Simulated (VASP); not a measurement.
# KTaO3 (Pm-3m) in VASP: notebook, part 2 of 2

VASP 6.6.1. Earlier steps stand in the parts before.

## Step 3: Relaxation of cell and atoms, PBEsol

This run uses another cell than the first one, of 12.69 Å³/atom, 1.022 times its volume.

Input file INCAR:

```
  PREC = Accurate
  ENCUT = 600
  EDIFF = 1E-6
  ISMEAR = 0
  SIGMA = 0.03
  LREAL = False
  LASPH = True
  NELM = 80
  ALGO = Normal
  ISIF = 3
  LWAVE = False
  LCHARG = False
  GGA = PS
  IBRION = 2
  NSW = 90
  EDIFFG = -0.01
  KPAR = 2
```

Input file KPOINTS:

```
regular mesh
0
Gamma
  8 8 8
```

Input file POSCAR:

```
KTaO3
1.0
    3.9883000000      0.0000000000      0.0000000000
    0.0000000000      3.9883000000      0.0000000000
    0.0000000000      0.0000000000      3.9883000000
K Ta O
1 1 3
Direct
    0.5000000000      0.5000000000      0.5000000000
    0.0000000000      0.0000000000      0.0000000000
    0.5000000000      0.0000000000      0.0000000000
    0.0000000000      0.5000000000      0.0000000000
    0.0000000000      0.0000000000      0.5000000000
```

Potentials or basis: VASP PAW PBE potentials, release 64 (K_sv, Ta_pv, O).

Run with:

```sh
> cat potpaw_PBE.64/K_sv/POTCAR potpaw_PBE.64/Ta_pv/POTCAR potpaw_PBE.64/O/POTCAR > POTCAR
> mpirun -np 2 vasp_std > vasp.out
```

OUTCAR:

```text
PREC = Accurate
   ENCUT = 600
   EDIFF = 1E-6
   ISMEAR = 0
   LREAL = False
   LASPH = True
   NELM = 80
   ISIF = 3
   GGA = PS
   IBRION = 2
   NSW = 90
   EDIFFG = -0.01

 ion  position               nearest neighbor table
   1  0.500  0.500  0.500-   3 2.82   4 2.82   5 2.82   3 2.82   4 2.82   3 2.82   5 2.82   3 2.82
                             4 2.82   5 2.82   4 2.82   5 2.82   2 3.45   2 3.45   2 3.45   2 3.45
   2  0.000  0.000  0.000-   3 1.99   4 1.99   5 1.99   5 1.99   4 1.99   3 1.99   1 3.45   1 3.45
                             1 3.45   1 3.45   1 3.45   1 3.45   1 3.45   1 3.45
   3  0.500  0.000  0.000-   2 1.99   2 1.99   1 2.82   1 2.82   1 2.82   1 2.82
   4  0.000  0.500  0.000-   2 1.99   2 1.99   1 2.82   1 2.82   1 2.82   1 2.82
   5  0.000  0.000  0.500-   2 1.99   2 1.99   1 2.82   1 2.82   1 2.82   1 2.82

  LATTYP: Found a simple cubic cell.
 ALAT       =     3.9883000000

  Lattice vectors:

 A1 = (   3.9883000000,   0.0000000000,   0.0000000000)
 A2 = (   0.0000000000,   3.9883000000,   0.0000000000)
 A3 = (   0.0000000000,   0.0000000000,   3.9883000000)

Analysis of symmetry for initial positions (statically):
=====================================================================
 Subroutine PRICEL returns:
 Original cell was already a primitive cell.

 Routine SETGRP: Setting up the symmetry group for a
 simple cubic supercell.

 Subroutine GETGRP returns: Found 48 space group operations
 (whereof 48 operations were pure point group operations)
 out of a pool of 48 trial point group operations.

The static configuration has the point symmetry O_h .

Analysis of symmetry for dynamics (positions and initial velocities):
=====================================================================
 Subroutine PRICEL returns:
 Original cell was already a primitive cell.

 Routine SETGRP: Setting up the symmetry group for a
 simple cubic supercell.

 Subroutine GETGRP returns: Found 48 space group operations
 (whereof 48 operations were pure point group operations)
 out of a pool of 48 trial point group operations.

The dynamic configuration has the point symmetry O_h .

 Subroutine INISYM returns: Found 48 space group operations
 (whereof 48 operations are pure point group operations),
 and found     1 'primitive' translations

----------------------------------------------------------------------------------------

                                     Primitive cell

  volume of cell :      63.4400

  direct lattice vectors                    reciprocal lattice vectors
     3.988300000  0.000000000  0.000000000     0.250733395  0.000000000  0.000000000
     0.000000000  3.988300000  0.000000000     0.000000000  0.250733395  0.000000000
     0.000000000  0.000000000  3.988300000     0.000000000  0.000000000  0.250733395

  length of vectors
     3.988300000  3.988300000  3.988300000     0.250733395  0.250733395  0.250733395

  position of ions in fractional coordinates (direct lattice)
     0.500000000  0.500000000  0.500000000
     0.000000000  0.000000000  0.000000000
     0.500000000  0.000000000  0.000000000
     0.000000000  0.500000000  0.000000000
     0.000000000  0.000000000  0.500000000

  ion indices of the primitive-cell ions
   primitive index   ion index
                 1           1
                 2           2
                 3           3
                 4           4
[... 57 lines left out ...]
   total plane-waves  NPLWV =  32768
   dimension x,y,z NGX =    32 NGY =   32 NGZ =   32
   dimension x,y,z NGXF=    64 NGYF=   64 NGZF=   64
   ions per type =               1   1   3
   NGX,Y,Z   is equivalent  to a cutoff of  13.34, 13.34, 13.34 a.u.
   NGXF,Y,Z  is equivalent  to a cutoff of  26.68, 26.68, 26.68 a.u.
 SYSTEM =  unknown system
   PREC   = accura    normal or accurate (medium, high low for compatibility)
   ISTART =      0    job   : 0-new  1-cont  2-samecut
   ICHARG =      2    charge: 1-file 2-atom 10-const
   ISPIN  =      1    spin polarized calculation?
   LNONCOLLINEAR =      F non collinear calculations
   LSORBIT =      F    spin-orbit coupling
   LASPH  =      T    aspherical Exc in radial PAW
   ENCUT  =  600.0 eV  44.10 Ry    6.64 a.u.   7.97  7.97  7.97*2*pi/ulx,y,z
   NELM   =     80;   NELMIN=  2; NELMDL= -5     # of ELM steps
   EDIFF  = 0.1E-05   stopping-criterion for ELM
   LREAL  =      F    real-space projection
   EDIFFG = -.1E-01   stopping-criterion for IOM
   NSW    =     90    number of steps for IOM
   IBRION =      2    ionic relax: 0-MD 1-quasi-New 2-CG
   NFREE  =      1    steps in history (QN), initial steepest desc. (CG)
   ISIF   =      3    stress and relaxation
   ISYM   =      2    0-nonsym 1-usesym 2-fastsym
   POTIM  = 0.5000    time-step for ionic-motion
   TEBEG  =    0.0;   TEEND  =   0.0 temperature during run
   PSTRESS=    0.0 pullay stress
   NELECT =      38.0000    total number of electrons
   NUPDOWN=      -1.0000    fix difference up-down
   EMIN   =  10.00;   EMAX   =-10.00  energy-range for DOS
   EFERMI =   0.00;   METHOD = LEGACY
   ISMEAR =     0;   SIGMA  =   0.03  broadening in eV -4-tet -1-fermi 0-gaus
   EFERMI_NEDOS =   21; number of points for ismear=-14 and -15
   IALGO  =     38    algorithm
   IMIX   =      4    mixing-type and parameters
     AMIX     =   0.40;   BMIX     =  1.00
     AMIX_MAG =   1.60;   BMIX_MAG =  1.00
  volume/ion in A,a.u.               =      12.69        85.62
  Fermi-wavevector in a.u.,A,eV,Ry     =   1.380008  2.607837 25.911228  1.904422
  Thomas-Fermi vector in A             =   2.504925
   LORBIT       =      0    0 simple, 1 ext, 2 COOP (PROOUT), +10 PAW based schemes
   GGA     = PS    functional components
   LHFCALC =     F    Hartree Fock is set to
   AEXX    =    0.0000 exact exchange contribution
   IVDW    =     0    specifies the selected vdW correction
   LEPSILON=     F    determine dielectric tensor
   LRPA    =     F    only Hartree local field effects (RPA)
 conjugate gradient relaxation of ions
 non-spin polarized calculation
 Gauss-broadening in eV      SIGMA  =   0.03
  energy-cutoff  :      600.00
  volume of cell :       63.44
 maximum number of plane-waves:      2176
 NGX is ok and might be reduce to    32
   NGX = 15   NGY = 15   NGZ = 15

--------------------------------------- Ionic step        1  -------------------------------------------

 number of electron      37.9999990 magnetization

 Free energy of the ion-electron system (eV)
  ---------------------------------------------------
  ext. energy  EPLUGINS =         0.00000000
  ---------------------------------------------------
  free energy    TOTEN  =       -42.92835871 eV

  energy without entropy =      -42.92835871  energy(sigma->0) =      -42.92835871

------------------------ aborting loop because EDIFF is reached ----------------------------------------

  FORCE on cell =-STRESS in cart. coord.  units (eV):
  Direction    XX          YY          ZZ          XY          YZ          ZX
  --------------------------------------------------------------------------------------
  -------------------------------------------------------------------------------------
  Total        0.0524317      0.0524317      0.0524317     -0.0000000     -0.0000000      0.0000000
  in kB        1.3241619      1.3241619      1.3241619     -0.0000000     -0.0000000      0.0000000
  external PRESSURE =       1.3241619 kB  Pullay stress =       0.0000000 kB
[... 65 lines left out ...]
--------------------------------------- Ionic step        3  -------------------------------------------

 number of electron      37.9999991 magnetization

 Free energy of the ion-electron system (eV)
  ---------------------------------------------------
  ext. energy  EPLUGINS =         0.00000000
  ---------------------------------------------------
  free energy    TOTEN  =       -42.92837421 eV

  energy without entropy =      -42.92837421  energy(sigma->0) =      -42.92837421

 E-fermi :   1.8630     XC(G=0): -11.1360

 val. band max:        1.6569870098   @ k =   0.5000   0.5000   0.5000
 cond. band min:       3.7423754237   @ k =   0.0000   0.0000   0.0000
 fundamental gap:      2.0853884139
 Fermi energy:         1.8630364570

 k-point     1 :       0.0000    0.0000    0.0000
  band No.  band energies     occupation
      1     -32.4080      2.00000
      2     -32.4080      2.00000
      3     -32.4080      2.00000
      4     -25.4600      2.00000
      5     -15.8260      2.00000
      6     -15.0987      2.00000
[... 613 lines left out ...]
     22       7.7033      0.00000
     23       9.9772      0.00000

 [... further k-points ...]

------------------------ aborting loop because EDIFF is reached ----------------------------------------

  FORCE on cell =-STRESS in cart. coord.  units (eV):
  Direction    XX          YY          ZZ          XY          YZ          ZX
  --------------------------------------------------------------------------------------
  -------------------------------------------------------------------------------------
  Total        0.0036074      0.0036074      0.0036074     -0.0000000     -0.0000000      0.0000000
  in kB        0.0910527      0.0910527      0.0910527     -0.0000000     -0.0000000      0.0000000
  external PRESSURE =       0.0910527 kB  Pullay stress =       0.0000000 kB
[... 20 lines left out ...]
  FREE ENERGIE OF THE ION-ELECTRON SYSTEM (eV)
  ---------------------------------------------------
  free  energy   TOTEN  =       -42.9283742057 eV

  energy  without entropy=      -42.9283742057  energy(sigma->0) =      -42.92837421

 reached required accuracy - stopping structural energy minimisation
```

Run time: 26 s. Hardware: 2 MPI ranks of Intel Xeon Platinum 8559C (Emerald Rapids), shared host; peak memory 0.22 GiB.

Results:

```yaml
Free_energy: -42.9284 eV
Relaxed_volume: 12.70 Å³/atom
Relaxed_cell: a = 3.989 Å, b = 3.989 Å, c = 3.989 Å, α = 90.00°, β = 90.00°, γ = 90.00°
Space_group_after_relaxing_to_0.05_Å: Pm-3m (No. 221)
Energy_gained_by_relaxing: 0.0 meV/atom
Ionic_steps: 3
Pressure_after_relaxing: 0.0 GPa
Band_gap_on_the_k_mesh: 2.09 eV, indirect (least direct gap 2.71 eV)
```

Final structure:
```
CELL_PARAMETERS angstrom
3.98907 0.00000 0.00000
0.00000 3.98907 0.00000
0.00000 0.00000 3.98907
ATOMIC_POSITIONS crystal
K 0.50000 0.50000 0.50000
Ta 0.00000 0.00000 0.00000
O 0.50000 0.00000 0.00000
O 0.00000 0.50000 0.00000
O 0.00000 0.00000 0.50000
```

Caveat: the PAW data sets were made with another functional, which shifts forces and pressure a little; spin-orbit coupling is left out, which moves the levels of the heavy elements. A hybrid or GW would open this gap; PBEsol tends to underestimate it.

## Step 4: Relaxation of cell and atoms, PBEsol

This run uses another cell than the first one, of 12.70 Å³/atom, 1.023 times its volume.

Changes to INCAR since step 3:

```diff
@@ -2,3 +2,3 @@
   ENCUT = 600
-  EDIFF = 1E-6
+  EDIFF = 1E-7
   ISMEAR = 0
@@ -15,3 +15,3 @@
   NSW = 90
-  EDIFFG = -0.01
+  EDIFFG = -0.005
   KPAR = 2
```

KPOINTS is that of step 3.

Input file POSCAR:

```
KTaO3                                   
1.0
    3.9890690789     -0.0000000000      0.0000000000
   -0.0000000000      3.9890690789     -0.0000000000
   -0.0000000000     -0.0000000000      3.9890690789
  K               Ta              O             
     1     1     3
Direct
     0.5000000000000000    0.5000000000000000    0.5000000000000000
     0.0000000000000000    0.0000000000000000    0.0000000000000000
     0.5000000000000000    0.0000000000000000    0.0000000000000000
     0.0000000000000000    0.5000000000000000    0.0000000000000000
     0.0000000000000000    0.0000000000000000    0.5000000000000000
```

Run with:

```sh
> cat potpaw_PBE.64/K_sv/POTCAR potpaw_PBE.64/Ta_pv/POTCAR potpaw_PBE.64/O/POTCAR > POTCAR
> mpirun -np 2 vasp_std > vasp.out
```

Run time: 15 s. Hardware: 2 MPI ranks of Intel Xeon Platinum 8559C (Emerald Rapids), shared host; peak memory 0.21 GiB.

The run converged. Its results:

```
Free energy             : -42.9285 eV
Pressure after relaxing : 0.0 GPa
Band gap on the k mesh  : 2.09 eV, indirect (least direct gap 2.71 eV)
```

Final structure:
```
CELL_PARAMETERS angstrom
3.98907 0.00000 0.00000
0.00000 3.98907 0.00000
0.00000 0.00000 3.98907
ATOMIC_POSITIONS crystal
K 0.50000 0.50000 0.50000
Ta 0.00000 0.00000 0.00000
O 0.50000 0.00000 0.00000
O 0.00000 0.50000 0.00000
O 0.00000 0.00000 0.50000
```

Levels at points of the mesh, in eV from the valence-band top:
```tsv
k point	band 17	band 18	band 19	band 20	band 21	band 22
(0.00, 0.00, 0.00)	-0.62	-0.62	-0.62	2.09	2.09	2.09
(0.50, 0.00, 0.00)	-1.55	-0.85	-0.85	2.25	4.98	4.98
(0.50, 0.50, 0.00)	-1.45	-1.45	-0.04	5.02	5.02	6.31
(0.50, 0.50, 0.50)	0.00	0.00	0.00	6.45	6.45	6.45
```

Caveat: the relaxation stopped at its first step, so nothing moved; the PAW data sets were made with another functional, which shifts forces and pressure a little; spin-orbit coupling is left out, which moves the levels of the heavy elements.
